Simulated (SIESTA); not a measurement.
The system is Sc.

```
CELL_PARAMETERS angstrom
3.30900 0.00000 0.00000
-1.65450 2.86568 0.00000
0.00000 0.00000 5.27330
ATOMIC_POSITIONS crystal
Sc 0.66667 0.33333 0.75000
Sc 0.33333 0.66667 0.25000
```

| Quantity | Value |
| --- | --- |
| Program | SIESTA 5.4.2 |
| Task | single point |
| Functional | PBE |
| Potentials or basis | PseudoDojo 0.4 standard (PBE files) |
| Basis | DZP (energy shift 0.003 Ry; two zetas on semicore shells) |
| Grid cutoff | 800 Ry |
| Energy shift | 0.003 Ry |
| k mesh | 9 × 9 × 5 |
| Occupations | fermi-dirac, width 0.05 eV |
| Spin | no spin polarisation |

On this cell: pressure -0.8 GPa; largest force under 0.003 eV/Å; band gap on the k mesh none (metal or under the smearing width).

The same run follows on a disturbed copy (atoms moved at random, drawn with an rms of 0.05 Å):

```
Sc
1.0
     3.30900    0.00000    0.00000
    -1.65450    2.86568    0.00000
     0.00000    0.00000    5.27330
Sc
2
Direct
  0.66919 0.32393 0.74631
  0.33512 0.66578 0.24690
```

Problem. What changes?

Solution. The energy (extrapolated to zero smearing) moves by +0.2 meV/atom; pressure -0.8 GPa; largest force 0.038 eV/Å; band gap on the k mesh none (metal or under the smearing width).

Forces on the atoms (eV/Å):
```
Sc  -0.019  0.030  0.012
Sc   0.020 -0.030 -0.012
```

Stress tensor (GPa, compression positive):
```
-0.45  0.08  0.00
 0.08 -0.22  0.00
 0.00  0.00 -1.67
```

Caveats: the basis of atomic orbitals isn't converged, which shifts pressures, moduli and gaps.
